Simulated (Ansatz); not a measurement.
The structure comes from a relaxation in the same program, started in the sc type, and has space group Pm-3m. Whether it is a known phase or the ground state wasn't checked.

Input and log of a run on Lu: DFT, PBE, all-electron LAPW, scalar-relativistic (Ansatz 0.2.0).

Command: `ansatz run input.yaml --threads 1 --pin off --max-ram 2048MiB --backend cpu --events-out ev --progress --plain --runs-dir out` The run took 10 s on 1 thread of AMD EPYC 9R14 (Zen 4) (shared host).

```yaml
crystal:
  lattice:
    - [3.2028314127, 0.0, 0.0]
    - [0.0, 3.2028314127, 0.0]
    - [0.0, 0.0, 3.2028314127]
  atoms:
    - { symbol: Lu, position: [0.0, 0.0, 0.0] }
kpoints:
  mp_grid: { grid: [13, 13, 13] }
  band_path:
    path:
      - [0.0, 0.0, 0.0]
      - [0.0, 0.5, 0.0]
      - [0.5, 0.5, 0.0]
      - [0.0, 0.0, 0.0]
      - [0.5, 0.5, 0.5]
      - [0.0, 0.5, 0.0]
      - [0.5, 0.5, 0.5]
      - [0.5, 0.5, 0.0]
    npoints: 14
scf:
  occupations: { method: fermi_dirac, width: 0.03 }
hamiltonian:
  xc: pbe
  pseudopotentials: { kind: all_electron, lapw: { basis_error: 0.00025 } }
output:
  forces: true
  stress: true
  eigenvalues: true
  populations: true
  dos: { projected: true, de: 0.2, e_range: [-14, 8] }
```

What the program printed:

```
Lu: projections on atomic orbitals take those of the free atom 1s2 2s2 2p6 3s2 3p6 3d10 4s2 4p6 4d10 4f14 5s2 5p6 5d1 6s2, of charge +0.00 (hamiltonian.pseudopotentials.projection_atoms)
LAPW: plane waves up to 7.947 Å⁻¹, error target 2.5e-4 eV per atom; small_component_spin mean_spin; Lu in spheres of 1.601 Å, 35 of its electrons in bands, Dirac shells []
Engine: ansatz 0.2.0
Pseudopotentials: kind: all_electron
Pseudopotential: Lu, LAPW, valence charge 35, Koelling and Harmon's equation, gaussian nucleus
Functional definition: PBE
  parameter kappa = 0.804
  parameter beta = 0.06672455060314922
  exchange = pbe_x(kappa = kappa, mu = beta*pi^2/3)
  correlation = pbe_c(beta = beta)
Crystal: 1 atoms, lattice volume = 32.855 Å³
Basis set: ecut = 240.60418342593587 eV, 257 PW (Γ), exchange–correlation at level 2
Bands: 22, of which v1, the nominal top of the filled ones, is band 18 counted from 1 (17 counted from 0)
Symmetry: 48 space group operations
Space group: Pm-3m (ITA 221), of the structure as read, at distance tolerance 3.2e-5 Å
k-points: 84 of 2197
Non-local potential: Lu, projectors of the file, none
Initial density: superposition of atomic densities (chi_scale 0.1, normalization cell)
Initial wavefunctions: plane waves of lowest kinetic energy (no species holds an atomic orbital)
Functional: x = pbe(κ = 0.804, μ = 0.2195149727645171), c = pbe(β = 0.06672455060314922)
iter 1 solved again at ethr=3.04e-4 eV; its pass at ethr=1.00e-1 eV (dr2=1.06e-1 eV) is discarded
SCF iter   1: F=—  HF=-396242.279614 eV  |F-HF|=—  |Δ(HF+E_count)|=         —  Δρ=1.29e-2  dr2=1.07e-1  ethr=3.04e-4  ⟨swp⟩=2.7  Hψ=11684  notcnv=0
preconditioner: auto → LDOS  [metal: Δε(μ)=0.015 eV  Ē_g=13.039 eV  σ=0.030 eV  W_gap=0.12  n_scr=6 (ndim 8)  ℏωp=31.1 eV  f_vac=0.029  D(μ)=1.92/eV (n_scr^D=18)  β→1.0]
SCF iter   2: F=—  HF=-396242.340965 eV  |F-HF|=—  |Δ(HF+E_count)|=   6.14e-2  Δρ=5.95e-3  dr2=1.41e-2  ethr=3.04e-4  ⟨swp⟩=2.1  Hψ=5895  notcnv=0
preconditioner: auto → none  [metal: Δε(μ)=0.009 eV  Ē_g=14.302 eV  σ=0.030 eV  W_gap=0.07  n_scr=6 (ndim 8)  ℏωp=31.1 eV  f_vac=0.000  D(μ)=2.28/eV (n_scr^D=26)  β→0.5]
SCF iter   3: F=—  HF=-396242.212650 eV  |F-HF|=—  |Δ(HF+E_count)|=   1.28e-1  Δρ=4.57e-3  dr2=1.06e-2  ethr=4.03e-5  ⟨swp⟩=2.0  Hψ=5866  notcnv=0
iter 4 solved again at ethr=5.27e-7 eV; its pass at ethr=3.02e-5 eV (dr2=1.84e-4 eV) is discarded
SCF iter   4: F=—  HF=-396242.202243 eV  |F-HF|=—  |Δ(HF+E_count)|=   1.04e-2  Δρ=8.57e-4  dr2=1.84e-4  ethr=5.27e-7  ⟨swp⟩=2.3  Hψ=9528  notcnv=0
SCF iter   5: F=—  HF=-396242.202469 eV  |F-HF|=—  |Δ(HF+E_count)|=   2.26e-4  Δρ=2.05e-4  dr2=7.29e-6  ethr=5.24e-7  ⟨swp⟩=3.0  Hψ=5702  notcnv=0
SCF iter   6: F=—  HF=-396242.202485 eV  |F-HF|=—  |Δ(HF+E_count)|=   1.59e-5  Δρ=1.19e-5  dr2=5.26e-8  ethr=2.08e-8  ⟨swp⟩=3.0  Hψ=5710  notcnv=0
SCF iter   7: F=-396242.202485 eV  HF=-396242.202485 eV  |F-HF|=1.75e-10  |Δ(HF+E_count)|=   8.02e-8  Δρ=1.04e-6  dr2=3.00e-10  ethr=1.50e-10  ⟨swp⟩=2.3  Hψ=5566  notcnv=0
SCF 1 converged in 7 iterations: F = -396242.202485 eV  dr2 = 3.00e-10
NSCF: frozen V_eff on 99 k-points
SCF converged after 7 iterations
Free energy (F): -396242.202485 eV
Harris-Foulkes:  -396242.202485 eV  (|F-HF|=1.75e-10)
Internal energy: -396242.195864 eV  (E = F + TS)
E sigma→0 (E₀):  -396242.199175 eV
Entropy (-TS):   -0.006621 eV (-6.621 meV/atom)
Fermi energy:    13.069004 eV
--- Per-component energies (eV) ---
  E_band       = -1774.657936
  E_kinetic    = 439508.253693
  E_xc         = -8208.242970
  E_electrostatic = -827542.206587  (all electrons and nuclei)
  E_smearing   = -0.006621  (= −TS)
  E_closure    = 0.000000  (closes the sum)
  E_atoms      = -396238.555643  (free atoms, spherical and without spin; not in F)
  Σ components = -396242.202485   (vs F -396242.202485, Δ=0.00e0)
  Basis errors (estimates in eV, not in F): energy 7.8e-5 per atom: plane waves 6.9e-5 (3.8e-5 summed), levels above the bands 7.0e-100, relativity 1.4e-8, radial functions 9.0e-6, core shells 1.8e-7; eigenvalues (radial functions only) 3.3e-7; not estimated: angular momenta, meshes, grids; target (lapw.basis_error) 2.5e-4; muffin-tin radii Lu 1.601 Å
--- Forces (eV/Å), atoms counted from 1 ---
  atom   1  Lu    -0.00000000     0.00000000    -0.00000000
  max |Σ_I F_I| component: 3.16e-30 eV/Å
--- Stress (GPa, compression-positive) ---
        0.003218      -0.000000       0.000000
       -0.000000       0.003218       0.000000
        0.000000       0.000000       0.003218
  P = ⅓ Tr σ = 0.0032 GPa (0.032 kbar)
--- Band table (eV; the first three rows and the last of 84) ---
  k-point 0: bands = ["-174.3394", "-174.3394", "-174.3353", "-174.3353", "-174.3353", "-43.6184", "-14.0509", "-14.0509", "-14.0509", "7.4155", "7.6347", "7.6347", "7.6347", "7.6631", "7.6631", "7.6631", "7.6931", "12.6677", "12.6677", "19.0668", "19.0668", "19.0668"]
  k-point 1: bands = ["-174.3394", "-174.3394", "-174.3353", "-174.3353", "-174.3353", "-43.6169", "-14.0826", "-14.0482", "-14.0482", "7.5348", "7.6326", "7.6364", "7.6364", "7.6592", "7.6647", "7.6647", "7.6923", "12.7065", "12.7582", "18.7999", "18.7999", "19.0831"]
  k-point 2: bands = ["-174.3394", "-174.3394", "-174.3353", "-174.3353", "-174.3353", "-43.6126", "-14.1697", "-14.0409", "-14.0409", "7.6270", "7.6393", "7.6403", "7.6403", "7.6698", "7.6698", "7.6902", "7.8874", "12.8166", "12.9929", "18.1949", "18.1949", "19.1287"]
  k-point 83: bands = ["-174.3394", "-174.3394", "-174.3353", "-174.3353", "-174.3353", "-43.5411", "-14.4454", "-14.4444", "-14.4444", "7.6257", "7.6272", "7.6274", "7.6274", "7.6899", "7.6899", "7.6911", "12.6353", "12.7399", "12.7399", "19.3831", "19.7516", "19.7516"]
--- Löwdin populations: 1 site ---
  site symbol       q [e]
     0     Lu     70.9115
  spilling = 0.001247 (of n_electrons = 71.000000)
```
